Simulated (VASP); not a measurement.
A run of VASP 6.6.1 is set up as follows.

File INCAR:

```
PREC = Accurate
ENCUT = 520
EDIFF = 1E-6
ISMEAR = 0
SIGMA = 0.03
LREAL = F
LASPH = T
NELM = 80
ALGO = Normal
ISIF = 2
LWAVE = F
LCHARG = F
LMAXMIX = 4
LDIPOL = T
IDIPOL = 3
DIPOL = 0.5 0.5 0.500
GGA = CA
NBANDS = 19
LVHAR = T
LVACPOTAV = T
```

File KPOINTS:

```
regular mesh
0
Gamma
  12 12 1
```

File POSCAR:

```
TiSe2                                   
1.0
    3.4745717054      0.0000000000      0.0000000000
   -1.7372858527      3.0090673662      0.0000000000
    0.0000000000      0.0000000000     21.0644416000
  Se              Ti            
     2     1
Direct
     0.6666666699999979    0.3333333300000021    0.4253316809744945
     0.3333333300000021    0.6666666699999979    0.5746683190255055
     0.0000000000000000    0.0000000000000000    0.5000000000000000
```

Contents of KPOINTS_OPT:

```
explicit points
67
Reciprocal
 0.0000000000  0.0000000000  0.0000000000 1
 0.0357142900  0.0000000000  0.0000000000 1
 0.0714285700  0.0000000000  0.0000000000 1
 0.1071428600  0.0000000000  0.0000000000 1
 0.1428571400  0.0000000000  0.0000000000 1
 0.1785714300  0.0000000000  0.0000000000 1
 0.2142857100  0.0000000000  0.0000000000 1
 0.2500000000  0.0000000000  0.0000000000 1
 0.2857142900  0.0000000000  0.0000000000 1
 0.3214285700  0.0000000000  0.0000000000 1
 0.3571428600  0.0000000000  0.0000000000 1
 0.3928571400  0.0000000000  0.0000000000 1
 0.4285714300  0.0000000000  0.0000000000 1
 0.4642857100  0.0000000000  0.0000000000 1
 0.5000000000  0.0000000000  0.0000000000 1
 0.4791666700  0.0416666700  0.0000000000 1
 0.4583333300  0.0833333300  0.0000000000 1
 0.4375000000  0.1250000000  0.0000000000 1
 0.4166666700  0.1666666700  0.0000000000 1
 0.3958333300  0.2083333300  0.0000000000 1
 0.3750000000  0.2500000000  0.0000000000 1
 0.3541666700  0.2916666700  0.0000000000 1
 0.3333333300  0.3333333300  0.0000000000 1
 0.3137254900  0.3137254900  0.0000000000 1
 0.2941176500  0.2941176500  0.0000000000 1
 0.2745098000  0.2745098000  0.0000000000 1
 0.2549019600  0.2549019600  0.0000000000 1
 0.2352941200  0.2352941200  0.0000000000 1
 0.2156862700  0.2156862700  0.0000000000 1
 0.1960784300  0.1960784300  0.0000000000 1
 0.1764705900  0.1764705900  0.0000000000 1
 0.1568627500  0.1568627500  0.0000000000 1
 0.1372549000  0.1372549000  0.0000000000 1
 0.1176470600  0.1176470600  0.0000000000 1
 0.0980392200  0.0980392200  0.0000000000 1
 0.0784313700  0.0784313700  0.0000000000 1
 0.0588235300  0.0588235300  0.0000000000 1
 0.0392156900  0.0392156900  0.0000000000 1
 0.0196078400  0.0196078400  0.0000000000 1
 0.0000000000  0.0000000000  0.0000000000 1
 0.0000000000  0.0000000000  0.0000000000 1
 0.0067532600 -0.0033766300  0.0000000000 1
-0.0067532600  0.0033766300  0.0000000000 1
 0.0196970200 -0.0098485100  0.0000000000 1
-0.0196970200  0.0098485100  0.0000000000 1
 0.0000000000  0.0058485000  0.0000000000 1
-0.0000000000 -0.0058485000  0.0000000000 1
 0.0000000000  0.0170581200  0.0000000000 1
-0.0000000000 -0.0170581200  0.0000000000 1
 0.5000000000  0.0000000000  0.0000000000 1
 0.5067532600 -0.0033766300  0.0000000000 1
 0.4932467400  0.0033766300  0.0000000000 1
 0.5196970200 -0.0098485100  0.0000000000 1
 0.4803029800  0.0098485100  0.0000000000 1
 0.5000000000  0.0058485000  0.0000000000 1
 0.5000000000 -0.0058485000  0.0000000000 1
 0.5000000000  0.0170581200  0.0000000000 1
 0.5000000000 -0.0170581200  0.0000000000 1
 0.3333333300  0.3333333300  0.0000000000 1
 0.3400865900  0.3299567000  0.0000000000 1
 0.3265800700  0.3367099600  0.0000000000 1
 0.3530303500  0.3234848200  0.0000000000 1
 0.3136363100  0.3431818400  0.0000000000 1
 0.3333333300  0.3391818300  0.0000000000 1
 0.3333333300  0.3274848300  0.0000000000 1
 0.3333333300  0.3503914500  0.0000000000 1
 0.3333333300  0.3162752100  0.0000000000 1
```

Potentials or basis: VASP PAW LDA potentials, release 64 (Se, Ti_sv).

Command:

```bash
$ cat potpaw_LDA.64/Se/POTCAR potpaw_LDA.64/Ti_sv/POTCAR > POTCAR
$ mpirun -np 1 vasp_std > vasp.out
```

Estimate the largest force.

0.472 eV/Å.

Estimate the band gap along the path.

none (metal or under the smearing width).

Predict the work function of the lower face.

5.59 eV.

What does it give for the work function of the upper face?

5.59 eV.

Forces in eV/Å, atoms in the order of the input:
```
Se   0.000  0.000  0.472
Se   0.000  0.000 -0.472
Ti   0.000  0.000  0.000
```
